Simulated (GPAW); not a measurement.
# BeTe (F-43m) in GPAW: settings compared

The runs below take BeTe through single point, with HSE06, PBE.

Program: GPAW 26.7.0. These are calculated values, not measurements. Logs are shortened: lines on timing, memory, paths and dates and some standing lists are left out, and cuts for length are marked. The log counts tension as positive stress, the text compression.

**1. The structure**

Symmetry: F-43m, No. 216, cubic system. The conventional cell has a = 5.540 Å, b = 5.540 Å, c = 5.540 Å, α = 90.00°, β = 90.00°, γ = 90.00°. Te (site symmetry -43m) has 4 Be at 2.40 Å as nearest neighbours. Be (site symmetry -43m) has 4 Te at 2.40 Å as nearest neighbours.

**2. Single point, HSE06**

The input, run.py:

```python
from ase import Atoms
from ase.dft.bandgap import bandgap
from ase.io import write
from ase.parallel import parprint
from gpaw import GPAW, PW

atoms = Atoms(['Te', 'Be'],
              cell=[[0.0, 2.77, 2.77],
                    [2.77, 0.0, 2.77],
                    [2.77, 2.77, 0.0]],
              scaled_positions=[[0.75, 0.75, 0.75],
                                [0.0, 0.0, 0.0]],
              pbc=True)

calc = GPAW(mode=PW(600),
            xc='HSE06',
            kpts={'size': (6, 6, 6), 'gamma': True},
            occupations={'name': 'fermi-dirac', 'width': 0.05},
            nbands=9,
            convergence={'density': 1e-05, 'energy': 1e-05},
            maxiter=60,
            txt='gpaw.txt')
atoms.calc = calc
energy = atoms.get_potential_energy()
forces = atoms.get_forces()
calc.write('gs.gpw')
write('result.traj', atoms)
parprint(f'Energy: {energy:.6f} eV')
parprint('Forces (eV/A):')
parprint(forces.round(4))
parprint('Fermi level:', round(calc.get_fermi_level(), 4), 'eV')
parprint(f'Gap: {bandgap(calc)[0]:.4f} eV, direct: {bandgap(calc, direct=True)[0]:.4f} eV')
```

Potentials or basis: GPAW PAW data sets (gpaw-data 1.2.1), pw.

Run with:

```
> OMP_NUM_THREADS=1 mpirun -n 8 gpaw python run.py
```

gpaw.txt:

```text
__  _  _
 | _ |_)|_||  |
 |__||  | ||/\| - 26.7.0

Input parameters:
  mode=PW(ecut=600.0),
  convergence={'density': 1e-05, 'energy': 1e-05},
  kpts=MonkhorstPack(size=(6, 6, 6), gamma=True),
  maxiter=60,
  nbands=9,
  occupations=Occupations(name='fermi-dirac', width=0.05),
  xc=XC(name='HSE06')

Diagonalizing LCAO Hamiltonian
Converting LCAO to pw mode

                    Te

       Be

Atoms  # Å, Bohr magnetons
|   | symbol |        x |        y |        z |    initial magnetic moments |
|---|--------|----------|----------|----------|-----------------------------|
| 0 |     Te | 4.155000 | 4.155000 | 4.155000 | ( 0.0000,  0.0000,  0.0000) |
| 1 |     Be | 0.000000 | 0.000000 | 0.000000 | ( 0.0000,  0.0000,  0.0000) |

Unit cell  # Å
| periodic |        x |        y |        z |  lengths |    angles |
|----------|----------|----------|----------|----------|-----------|
|      yes | 0.000000 | 2.770000 | 2.770000 | 3.917372 | 60.000000 |
|      yes | 2.770000 | 0.000000 | 2.770000 | 3.917372 | 60.000000 |
|      yes | 2.770000 | 2.770000 | 0.000000 | 3.917372 | 60.000000 |

Number of symmetries: 24
Symmetry operations  # r_c * U_cc + t_c -> r_c
|    | kind |            matrix            |
|----|------|------------------------------|
|  0 |  E   |  1, 0, 0,  0, 1, 0,  0, 0, 1 |
|  1 |  σ   |  1, 0, 0,  0, 0, 1,  0, 1, 0 |
|  2 |  σ   |  1, 0,-1,  0, 1,-1,  0, 0,-1 |
|  3 |  C3  |  1, 0,-1,  0, 0,-1,  0, 1,-1 |
|  4 |  C3  |  1,-1, 0,  0,-1, 1,  0,-1, 0 |
|  5 |  σ   |  1,-1, 0,  0,-1, 0,  0,-1, 1 |
|  6 |  σ   |  0, 1, 0,  1, 0, 0,  0, 0, 1 |
|  7 |  C3  |  0, 1, 0,  0, 0, 1,  1, 0, 0 |
|  8 |  C2  |  0, 1,-1,  1, 0,-1,  0, 0,-1 |
|  9 |  S4  |  0, 1,-1,  0, 0,-1,  1, 0,-1 |
| 10 |  C3  |  0, 0, 1,  1, 0, 0,  0, 1, 0 |
| 11 |  σ   |  0, 0, 1,  0, 1, 0,  1, 0, 0 |
| 12 |  S4  |  0, 0,-1,  1, 0,-1,  0, 1,-1 |
| 13 |  C3  |  0, 0,-1,  0, 1,-1,  1, 0,-1 |
| 14 |  S4  |  0,-1, 1,  1,-1, 0,  0,-1, 0 |
| 15 |  C2  |  0,-1, 1,  0,-1, 0,  1,-1, 0 |
| 16 |  C3  |  0,-1, 0,  1,-1, 0,  0,-1, 1 |
| 17 |  S4  |  0,-1, 0,  0,-1, 1,  1,-1, 0 |
| 18 |  S4  | -1, 1, 0, -1, 0, 1, -1, 0, 0 |
| 19 |  C3  | -1, 1, 0, -1, 0, 0, -1, 0, 1 |
| 20 |  C3  | -1, 0, 1, -1, 1, 0, -1, 0, 0 |
| 21 |  S4  | -1, 0, 1, -1, 0, 0, -1, 1, 0 |
| 22 |  σ   | -1, 0, 0, -1, 1, 0, -1, 0, 1 |
| 23 |  C2  | -1, 0, 0, -1, 0, 1, -1, 1, 0 |

BZ-sampling:
  Number of BZ points: 216
  Number of IBZ points: 16

  Monkhorst-Pack size: [6, 6, 6]
  Monkhorst-Pack shift: [0.08333333333333333, 0.08333333333333333, 0.08333333333333333]

K-points  # in reciprocal-cell coordinates
|     |                                coordinates |     weight |
|-----|--------------------------------------------|------------|
|   0 | (  0.00000000,   0.00000000,   0.00000000) | 0.00462963 |
|   1 | (  0.16666667,   0.16666667,   0.00000000) | 0.02777778 |
|   2 | (  0.16666667,   0.16666667,   0.16666667) | 0.03703704 |
|   3 | (  0.33333333,   0.16666667,   0.16666667) | 0.05555556 |
|   4 | (  0.33333333,   0.33333333,  -0.33333333) | 0.05555556 |
|   5 | (  0.33333333,   0.33333333,   0.00000000) | 0.02777778 |
|   6 | (  0.33333333,   0.33333333,   0.16666667) | 0.11111111 |
|   7 | (  0.33333333,   0.33333333,   0.33333333) | 0.03703704 |
|   8 | (  0.50000000,   0.33333333,  -0.33333333) | 0.11111111 |
|   9 | (  0.50000000,   0.33333333,  -0.16666667) | 0.05555556 |
| ... |                                            |            |
|  15 | (  0.50000000,   0.50000000,   0.50000000) | 0.01851852 |

Plane wave coefficients: 1435
Cutoff: 600.0 eV

Spin-components: 1 (collinear spins)
Bands:           9
Projectors:      8
Spin-degeneracy: 2
Datatype:        complex128

Parallelization:
  kpt:    8
  domain: 1
  band:   1

Density:
  Valence electrons: 8.0
  Components: 1
  Grid points: [24 24 24]
  Charge: 0.0  # |e|

Potential:
  Grid points: [24 24 24]

species:
  Te:
    name:    Tellurium
    Z:       52.0
    valence: 6
    core:    46
    charge:  0.0  # [|e|]
    compensation charges:
      type: gauss
      rc: 0.36  # [Å]
      lmax: 2
    cutoffs:
      filter: 2.09  # [Å]
      core: 3.17  # [Å]
    projectors
    | kind |    occ | energy [eV] | rcut [Å] |
    |------|--------|-------------|----------|
    |   5s |  2.000 |     -15.089 |    1.180 |
    |   5p |  4.000 |      -5.955 |    1.196 |
    |    s |        |      12.123 |    1.180 |
    |    p |        |      21.256 |    1.196 |
    |    d |        |       0.000 |    1.238 |

    Using partial waves for Te as LCAO basis

  Be:
    name:    Beryllium
    Z:       4.0
    valence: 2
    core:    2
    charge:  0.0  # [|e|]
    compensation charges:
      type: gauss
      rc: 0.25  # [Å]
      lmax: 2
    cutoffs:
      filter: 1.42  # [Å]
      core: 1.77  # [Å]
    projectors
    | kind |    occ | energy [eV] | rcut [Å] |
    |------|--------|-------------|----------|
    |   2s |  2.000 |      -5.610 |    0.794 |
    |   2p |  0.000 |      -2.018 |    0.794 |
    |    s |        |      21.602 |    0.794 |

    Using partial waves for Be as LCAO basis

Reference energy: -185188.868407  # eV

eigensolver:
  PPCG
  Converge bands: occupied
  niter=2

density mixing:
  MSR1-Mixer
  Pratt-step length: 0.05
  Maximum mixing coefficient: 0.75
  Old densities: 10
  SVD Regularization: 0.005
  Good broyden scale: 1.0
  Trust region scale: 1.0
  Backstep threshold: 4.0
  History deletion threshold: 6.0
  Fourier metric: weight=20.0, sigma=0.015

occupation numbers:
  Fermi-Dirac:
    width: 0.0500  # eV

poisson solver:
  ecut: 4800.0  # eV

xc functional:
  name: HYB_GGA_XC_HSE06 with 2 nearest neighbor stencil

convergence criteria:
- Maximum integral of absolute [dens]ity change: 1e-05 electrons / valence electron
- Maximum [total energy] change in last 3 cyles: 1e-05 eV / valence electron
- Maximum integral of absolute [eigenst]ate change: 4e-08 eV^2 / valence electron
maximum number of iterations: 60

IBZ(<points: 16, symmetries: 24>)
Occupied bands: 4
SCF iterations
|iter     | |      energy | eigst |  dens |
|---------|-|-------------|-------|-------|
|iter:   1| |-1203.568908 | +0.08 |       |
|iter:   2| |  -29.380522 | -0.68 | -0.80 |
|iter:   3| |  -29.381498 | -2.06 | -0.90 |
|iter:   4| |  -29.281977 | -2.35 | -0.98 |
|iter:   5| |  -29.298445 | -2.59 | -1.32 |
|iter:   6| |  -29.294910 | -4.09 | -1.41 |
|iter:   7| |  -29.274523 | -2.96 | -1.44 |
|iter:   8| |  -29.274738 | -3.87 | -1.77 |
|iter:   9| |  -29.275232 | -4.75 | -1.98 |
|iter:  10| |  -29.274118 | -4.90 | -1.94 |
|iter:  11| |  -29.272364 | -4.00 | -2.03 |
|iter:  12| |  -29.272398 | -4.56 | -2.59 |
|iter:  13| |  -29.272416c| -6.17 | -3.29 |
|iter:  14| |  -29.272416c| -6.57 | -3.49 |
|iter:  15| |  -29.272415c| -8.18c| -3.91 |
|iter:  16| |  -29.272414c| -8.05c| -4.30 |
|iter:  17| |  -29.272416c| -8.55c| -5.04c|

Converged in 17 steps
Energy contributions relative to reference atoms: (reference = -185188.868407)

Energy contributions:
  Kinetic:           9.620648
  Coulomb:          -7.557934
  Zero:             -0.278728
  External:          0.000000
  Xc:             1164.281192
  Entropy:          -0.000000
  Spinorbit:         0.000000
  Hybrid_Xc_Cc:     -1178.615253
  Hybrid_Xc_Vc:        -5.633705
  Hybrid_Xc_Vv:       -11.088636
  ----------------------------
  Free energy:     -29.272416
  Extrapolated:    -29.272416

dipole moment: (-0.443863, -0.443863, -0.443863)  # |e|*Ang

Fermi level: 6.125
Eigenvalues  # (at kpt = [0.000, 0.000, 0.000])
| band index |      eig [eV] | occ [0-2] |
|------------|---------------|-----------|
|          0 |        -8.678 |     2.000 |
|          1 |         5.170 |     2.000 |
|          2 |         5.170 |     2.000 |
|          3 |         5.170 |     2.000 |
|          4 |         9.590 |     0.000 |
|          5 |         9.590 |     0.000 |
|          6 |         9.590 |     0.000 |
|          7 |        10.305 |     0.000 |
|          8 |        14.597 |     0.000 |

Gap: 2.512 eV
Transition (v -> c):
  (s=0, k=0, n=3, [0.00, 0.00, 0.00]) -> (s=0, k=12, n=4, [0.50, 0.50, 0.00])
Direct/indirect transitions are different
Direct gap: 4.421 eV
Transition at: (s=0, k=0, n=3, [0.00, 0.00, 0.00])

Forces  # eV/Ang
|        x |        y |        z |
|----------|----------|----------|
| -0.00000 | -0.00000 | -0.00000 |  # Te   0
|  0.00000 | -0.00000 |  0.00000 |  # Be   1

# Writing to gs.gpw (mode='')
```

It took 48 min on 8 MPI ranks of Intel Xeon at 2.50GHz (Skylake/Cascade Lake), shared host; peak memory 0.21 GiB.

What came out:

```yaml
Free_energy: -29.2724 eV
Band_gap_on_the_k_mesh: 2.51 eV, indirect (least direct gap 4.42 eV)
```

Levels at points of the mesh, in eV from the valence-band top:
```
           k point  band 2  band 3  band 4  band 5
(0.00, 0.00, 0.00)    0.00    0.00    0.00    4.42
(0.50, 0.50, 0.00)   -5.95   -3.08   -3.08    2.51
(0.50, 0.50, 0.50)   -6.45   -1.31   -1.31    4.03
```

Caveat: the PAW data sets were made with another functional, which shifts forces and pressure a little; spin-orbit coupling is left out, which moves the levels of the heavy elements.

**3. Single point, PBE**

The input, run.py:

```python
from ase import Atoms
from ase.dft.bandgap import bandgap
from ase.io import write
from ase.units import GPa
from gpaw import GPAW, PW

atoms = Atoms(['Te', 'Be'],
              cell=[[0.0, 2.77, 2.77],
                    [2.77, 0.0, 2.77],
                    [2.77, 2.77, 0.0]],
              scaled_positions=[[0.75, 0.75, 0.75],
                                [0.0, 0.0, 0.0]],
              pbc=True)

calc = GPAW(mode=PW(650),
            xc='PBE',
            kpts={'size': (7, 7, 7), 'gamma': True},
            occupations={'name': 'fermi-dirac', 'width': 0.05},
            nbands=11,
            maxiter=120,
            txt='gpaw.txt')
atoms.calc = calc
energy = atoms.get_potential_energy()
forces = atoms.get_forces()
stress = atoms.get_stress()
calc.write('gs.gpw')
write('result.traj', atoms)
print(f'Energy: {energy:.6f} eV')
print('Forces (eV/A):')
print(forces.round(4))
print('Stress (GPa):', (stress / GPa).round(3))
print('Fermi level:', round(calc.get_fermi_level(), 4), 'eV')
print(f'Gap: {bandgap(calc)[0]:.4f} eV, direct: {bandgap(calc, direct=True)[0]:.4f} eV')
```

Potentials or basis: GPAW PAW data sets (gpaw-data 1.2.1), pw.

Run with:

```
> OMP_NUM_THREADS=1 python run.py
```

Wall time 19 s (1 thread of Intel Xeon at 2.50GHz (Skylake/Cascade Lake), shared host); peak memory 0.15 GiB.

Results (log left out):

```yaml
Free_energy: -7.6058 eV
Pressure: 4.4 GPa
Band_gap_on_the_k_mesh: 1.92 eV, indirect (least direct gap 3.58 eV)
```

Levels at points of the mesh, in eV from the valence-band top:
```
           k point  band 2  band 3  band 4  band 5  band 6  band 7
(0.00, 0.00, 0.00)    0.00    0.00    0.00    3.58    3.58    3.58
```

Caveat: the cutoff is short for stress and forces, so pressures can be off by a GPa or more; spin-orbit coupling is left out, which moves the levels of the heavy elements; an odd mesh through Γ misses points on the zone boundary, where band edges often lie.
